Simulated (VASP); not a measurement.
# NaI: molecular dynamics at constant energy

NaI, Fm-3m (no. 225), 8 atoms in the cell. PBE, molecular dynamics; PAW potentials I, Na (PBE set).

Ensemble: NVE; Starting temperature (K): 600.

## Input

INCAR:
```
SYSTEM = NaI
GGA = PE ; PREC = Normal
ENCUT = 200 ; EDIFF = 1E-6
NELMIN = 4 ; NELM = 60
ALGO = Normal ; LREAL = Auto
LASPH = .True. ; ISMEAR = 0
SIGMA = 0.05 ; ISYM = 0
LWAVE = .False. ; LCHARG = .False.
IBRION = 0 ; NSW = 60
POTIM = 2.0 ; TEBEG = 600
ISIF = 2 ; RANDOM_SEED = 885049 0 0
MDALGO = 1 ; ANDERSEN_PROB = 0.0
KPAR = 2
```

KPOINTS:
```
k-points
0
Monkhorst-Pack
  2 2 2
```

POSCAR:
```
NaI
1.0
    6.4728000000      0.0000000000      0.0000000000
    0.0000000000      6.4728000000      0.0000000000
    0.0000000000      0.0000000000      6.4728000000
I Na
4 4
Direct
    0.5000000000      0.0000000000      0.0000000000
    0.5000000000      0.5000000000      0.5000000000
    0.0000000000      0.0000000000      0.5000000000
    0.0000000000      0.5000000000      0.0000000000
    0.0000000000      0.0000000000      0.0000000000
    0.0000000000      0.5000000000      0.5000000000
    0.5000000000      0.0000000000      0.5000000000
    0.5000000000      0.5000000000      0.0000000000
```

Commands:
```
cat potpaw_PBE.64/I/POTCAR potpaw_PBE.64/Na/POTCAR > POTCAR
mpirun -np 2 vasp_std > vasp.out
```

## Result

- Rise of the mean potential energy above the start (meV/atom): 29.9
- Mean temperature (K): 335
- Standard error of the mean temperature (K): 69
- Relative fluctuation of the kinetic energy: 0.430
- Canonical value of that fluctuation: 0.309
- Electronic steps per ionic step after the first: 4.1

Course of the run:

| Time (fs) | Temperature (K) | Potential energy less the first (meV/atom) |
|---|---|---|
| 2 | 600 | 0.0 |
| 12 | 580 | 2.3 |
| 20 | 535 | 7.4 |
| 30 | 448 | 17.2 |
| 38 | 362 | 26.9 |
| 48 | 255 | 39.0 |
| 56 | 189 | 46.4 |
| 66 | 153 | 50.6 |
| 74 | 162 | 49.6 |
| 84 | 206 | 44.5 |
| 92 | 255 | 39.0 |
| 102 | 315 | 32.2 |
| 110 | 354 | 27.8 |
| 120 | 387 | 24.1 |

The mean temperature lies below the starting 600 K, since the atoms start on their sites and part of their kinetic energy turns into potential energy.

REPORT:
```
MDALGO =   1
         ANDERSEN_PROB =  0.00000000
               SCALING =       0
                 CNEXP =     9.000   14.000
           RANDOM_SEED =            885049                0                0

   original number of atomic DOF:         21
   number of independent constraints:      0
   number of active DOF:                  21

========================================
         MD step No.       1
========================================

  Atomic velocities initialized by STEP_tb

  >Energies
                    E_tot             E_pot             E_kin               EPS                ES
   e_b>   -0.21055060E+02   -0.21597956E+02    0.54289534E+00    0.00000000E+00    0.00000000E+00

  >Temperature
               T_sim     T_inst
   tmprt>    600.000    600.000

  >Thermostat, num. of collisions:                0

           RANDOM_SEED =            885049               96                0

[... steps left out ...]

========================================
         MD step No.      60
========================================

  >Energies
                    E_tot             E_pot             E_kin               EPS                ES
   e_b>   -0.21055159E+02   -0.21405532E+02    0.35037298E+00    0.00000000E+00    0.00000000E+00

  >Temperature
               T_sim     T_inst
   tmprt>    600.000    387.227

  >Thermostat, num. of collisions:                0

           RANDOM_SEED =            885049             2928                0
```

OSZICAR:
```
N       E                     dE             d eps       ncg     rms          rms(c)
DAV:   1     0.117530166427E+03    0.11753E+03   -0.62680E+03   168   0.523E+02
DAV:   2    -0.100039643454E+02   -0.12753E+03   -0.12348E+03   244   0.140E+02
DAV:   3    -0.214333494305E+02   -0.11429E+02   -0.11409E+02   208   0.475E+01
DAV:   4    -0.218752897122E+02   -0.44194E+00   -0.44187E+00   220   0.117E+01
DAV:   5    -0.218802896080E+02   -0.49999E-02   -0.49996E-02   198   0.114E+00    0.385E+00
DAV:   6    -0.216315734176E+02    0.24872E+00   -0.39776E-01   193   0.241E+00    0.275E+00
DAV:   7    -0.215934231194E+02    0.38150E-01   -0.37574E-01   208   0.244E+00    0.123E+00
DAV:   8    -0.215979061144E+02   -0.44830E-02   -0.17147E-02   168   0.650E-01    0.220E-01
DAV:   9    -0.215979165261E+02   -0.10412E-04   -0.44814E-04   208   0.120E-01    0.876E-02
DAV:  10    -0.215979594458E+02   -0.42920E-04   -0.15324E-04   168   0.591E-02    0.603E-02
DAV:  11    -0.215979554974E+02    0.39484E-05   -0.28600E-05   208   0.215E-02    0.483E-03
DAV:  12    -0.215979556398E+02   -0.14241E-06   -0.67670E-07   104   0.536E-03
[... left out ...]
     58 T=   377. E= -.21055159E+02 F= -.21395847E+02 E0= -.21395847E+02  EK= 0.34069E+00 SP= 0.00E+00 SK= 0.00E+00
     59 T=   382. E= -.21055156E+02 F= -.21401069E+02 E0= -.21401069E+02  EK= 0.34591E+00 SP= 0.00E+00 SK= 0.00E+00
[... last step whole ...]
       N       E                     dE             d eps       ncg     rms          rms(c)
DAV:   1    -0.214055316886E+02   -0.44623E-02   -0.51574E-06   140   0.455E-01    0.480E-03
DAV:   2    -0.214055325161E+02   -0.82752E-06   -0.80414E-06   198   0.131E-02    0.513E-03
DAV:   3    -0.214055324546E+02    0.61579E-07   -0.99691E-08    99   0.242E-03    0.449E-03
DAV:   4    -0.214055323485E+02    0.10610E-06   -0.40103E-07    84   0.513E-03
     60 T=   387. E= -.21055159E+02 F= -.21405532E+02 E0= -.21405532E+02  EK= 0.35037E+00 SP= 0.00E+00 SK= 0.00E+00
```

Limits: 120 fs of 8 atoms are too short for converged averages.

VASP 6.6.1 took 189 s on 2 cores (AMD EPYC 7R43 (Zen 3)), a shared host.
